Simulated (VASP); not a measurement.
# TiAl₃: convergence, relaxation of the cell

TiAl₃, Pmm2 (no. 25), 4 atoms in the cell. PBEsol; PAW potentials Ti_sv, Al (PBE set). VASP 6.6.1. The cell is changed on purpose: volume scaled by 1.03.

Wanted: cell volume within 0.2 %; lattice lengths within 0.1 %; shortest distances from each atom, periodic images included within 0.005 Å.

What the run is for: cell; Accuracy asked: standard.

The series start from Plane-wave cutoff (eV): 410; Smearing width (eV): 0.1; k-point mesh: 10 × 7 × 6; Relaxation passes: 2; Ionic threshold (EDIFFG): -0.005; Electronic threshold (eV): 1e-6; Precision mode (PREC): Accurate; Relaxation algorithm: IBRION=2 POTIM=0.5. Each series keeps the choices made before it, and each single choice may use up half of a tolerance. Times cover all steps of a run.

## Plane-wave cutoff (eV)

| Plane-wave cutoff (eV) | Cell volume (Å³) | Lattice lengths, largest deviation against the largest value | Shortest distances from each atom, periodic images included, largest deviation (Å) | Time (s) |
|---|---|---|---|---|
| 280 | 63.46 | 0.11 % | 0.0021 | 71 |
| 320 | 63.51 | 0.085 % | 0.0012 | 87 |
| 360 | 63.48 | 0.093 % | 0.0016 | 95 |
| 410 | 63.5 | 0.064 % | 0.0013 | 126 |
| 480 | 63.59 | 0.018 % | 0.0002 | 134 |
| 580 | 63.6 | 0.016 % | 0.0002 | 171 |
| 720 (reference) | 63.6 | 0 % | 0.0000 | 296 |

Chosen: 480, the loosest value from which every tighter one stays within half of the tolerance.

## Smearing width (eV)

| Smearing width (eV) | Cell volume (Å³) | Lattice lengths, largest deviation against the largest value | Shortest distances from each atom, periodic images included, largest deviation (Å) | Time (s) |
|---|---|---|---|---|
| 0.4 | 63.59 | 0.085 % | 0.0033 | 125 |
| 0.3 | 63.57 | 0.066 % | 0.0031 | 125 |
| 0.2 | 63.59 | 0.08 % | 0.0039 | 119 |
| 0.15 | 63.6 | 0.076 % | 0.0037 | 126 |
| 0.1 | 63.59 | 0.052 % | 0.0024 | 134 |
| 0.05 (reference) | 63.59 | 0 % | 0.0000 | 146 |

Chosen: 0.05; the next looser run is off by more than half of the tolerance, so convergence isn't shown beyond this value.

## k-point mesh

| k-point mesh | Cell volume (Å³) | Lattice lengths, largest deviation against the largest value | Shortest distances from each atom, periodic images included, largest deviation (Å) | Time (s) |
|---|---|---|---|---|
| 4 × 3 × 3 | 63.59 | 3.4 % | 0.0242 | 51 |
| 5 × 3 × 3 | 63.62 | 0.67 % | 0.0265 | 50 |
| 7 × 4 × 4 | 63.53 | 1.7 % | 0.0273 | 59 |
| 8 × 5 × 5 | 63.67 | 0.62 % | 0.0170 | 136 |
| 10 × 7 × 6 | 63.59 | 0.29 % | 0.0053 | 146 |
| 13 × 8 × 8 (reference) | 63.6 | 0 % | 0.0000 | 198 |

Chosen: 13 × 8 × 8; the next looser run is off by more than half of the tolerance, so convergence isn't shown beyond this value.

## Relaxation passes

| Relaxation passes | Cell volume (Å³) | Lattice lengths, largest deviation against the largest value | Shortest distances from each atom, periodic images included, largest deviation (Å) | Time (s) |
|---|---|---|---|---|
| 1 | 63.6 | 0 % | 0.0000 | 180 |
| 2 | 63.6 | 0 % | 0.0000 | 198 |
| 3 (reference) | 63.6 | 0 % | 0.0000 | 208 |

Chosen: 1.

## Ionic threshold (EDIFFG)

| Ionic threshold (EDIFFG) | Cell volume (Å³) | Lattice lengths, largest deviation against the largest value | Shortest distances from each atom, periodic images included, largest deviation (Å) | Time (s) |
|---|---|---|---|---|
| -0.05 | 63.61 | 0.091 % | 0.0042 | 122 |
| -0.02 | 63.55 | 0.051 % | 0.0027 | 147 |
| -0.01 | 63.6 | 0.02 % | 0.0006 | 181 |
| -0.005 | 63.6 | 0.02 % | 0.0006 | 180 |
| -0.002 (reference) | 63.6 | 0 % | 0.0000 | 199 |

Chosen: -0.01.

## Electronic threshold (eV)

| Electronic threshold (eV) | Cell volume (Å³) | Lattice lengths, largest deviation against the largest value | Shortest distances from each atom, periodic images included, largest deviation (Å) | Time (s) |
|---|---|---|---|---|
| 0.0001 | 63.62 | 0.05 % | 0.0013 | 204 |
| 1e-5 | 63.61 | 0.049 % | 0.0015 | 181 |
| 1e-6 | 63.6 | 0.028 % | 0.0010 | 181 |
| 1e-7 (reference) | 63.62 | 0 % | 0.0000 | 204 |

Chosen: 0.0001.

## Precision mode (PREC)

| Precision mode (PREC) | Cell volume (Å³) | Lattice lengths, largest deviation against the largest value | Shortest distances from each atom, periodic images included, largest deviation (Å) | Time (s) |
|---|---|---|---|---|
| Normal | 63.62 | 0.0022 % | 0.0000 | 143 |
| Accurate (reference) | 63.62 | 0 % | 0.0000 | 204 |

Chosen: Normal.

## Relaxation algorithm

| Relaxation algorithm | Cell volume (Å³) | Lattice lengths, largest deviation against the largest value | Shortest distances from each atom, periodic images included, largest deviation (Å) | Time (s) |
|---|---|---|---|---|
| IBRION=2 POTIM=0.5 | 63.62 | 0 % | 0.0000 | 143 |
| IBRION=2 POTIM=0.2 | 63.59 | 0.042 % | 0.0012 | 152 |
| IBRION=1 POTIM=0.5 | 63.67 | 0.028 % | 0.0009 | 75 |
| IBRION=1 POTIM=0.2 | 63.68 | 0.061 % | 0.0030 | 325 |

Chosen: IBRION=1 POTIM=0.5, the fastest of those that stay within half of the tolerance.

## All choices together

| Input | Cell volume (Å³) | Lattice lengths, largest deviation against the largest value | Shortest distances from each atom, periodic images included, largest deviation (Å) | Time (s) |
|---|---|---|---|---|
| the program's defaults (naive) | 63.35 | 0.76 % | 0.0216 | 8.0 |
| chosen settings | 63.67 | 0.05 % | 0.0011 | 75 |
| reference settings throughout | 63.61 | 0 % | 0.0000 | 498 |

The chosen settings stay within the tolerance of the reference run, but the reference itself isn't shown to be converged in: Smearing width (eV), k-point mesh.

Values of the reference run: Lattice lengths: 2.776, 4.67, 4.907 Å.

## The input

INCAR.step1:
```
SYSTEM = TiAl3
GGA      = PS             ! functional
ISMEAR   = 1              ! smearing method
SIGMA    = 0.05           ! smearing width, eV
LWAVE    = .FALSE.        ! write WAVECAR
LCHARG   = .FALSE.        ! write CHGCAR
NSW      = 80             ! ionic steps
PREC     = Normal         ! precision mode
LASPH    = .TRUE.         ! aspherical terms in the spheres
LREAL    = .FALSE.        ! projectors in reciprocal space
ALGO     = Normal         ! electronic algorithm
EDIFF    = 1E-4           ! SCF threshold, eV
NELM     = 120            ! most SCF steps
GGA_COMPAT= .FALSE.      
IBRION   = 1              ! ionic algorithm
ISIF     = 3              ! what is computed and relaxed
EDIFFG   = -0.01          ! ionic threshold
NELMIN   = 4            
ENCUT    = 480            ! plane-wave cutoff, eV
KPAR     = 8            
POTIM    = 0.5            ! step
```

INCAR.step2, as INCAR.step1 but for:
```
- NSW = 80
- IBRION = 1
- ISIF = 3
- EDIFFG = -0.01
- NELMIN = 4
- POTIM = 0.5
+ ISIF = 2
```

KPOINTS:
```
Automatic mesh
0
Gamma
  13 8 8
  0 0 0
```

POSCAR.step1:
```
TiAl3
1.0
    2.8677944425      0.0000000000      0.0000000000
    0.0000000000      4.7276161630      0.0000000000
    0.0000000000      0.0000000000      4.9492673539
Ti Al
1 3
Direct
    0.0000000000      0.5000000000      0.1659160000
    0.0000000000      0.0000000000      0.8359000000
    0.5000000000      0.0000000000      0.3309120000
    0.5000000000      0.5000000000      0.6672710000
```

Commands (each step's output is kept before the next begins):
```
cat potpaw_PBE.64/Ti_sv/POTCAR potpaw_PBE.64/Al/POTCAR > POTCAR
cp INCAR.step1 INCAR
cp POSCAR.step1 POSCAR
mpirun -np 8 vasp_std > vasp.out
cp CONTCAR POSCAR
cp INCAR.step2 INCAR
mpirun -np 8 vasp_std > vasp.out
```

The chosen input took VASP 6.6.1 75 s on 8 cores (Intel Xeon Platinum 8488C (Sapphire Rapids)), a shared host.

## An input that fails: cell relaxed at a low cutoff

It runs to its end, but against the unchanged starting input it is off by 11 % in the cell volume, 3.6 % in the lattice lengths, 0.1227 Å in the shortest distances from each atom, periodic images included.

Changes against the starting input:
```
(all steps)
- PREC = Accurate
- NELM = 120
- ENCUT = 410
+ PREC = Low
+ NELM = 81
+ ENCUT = 190
```
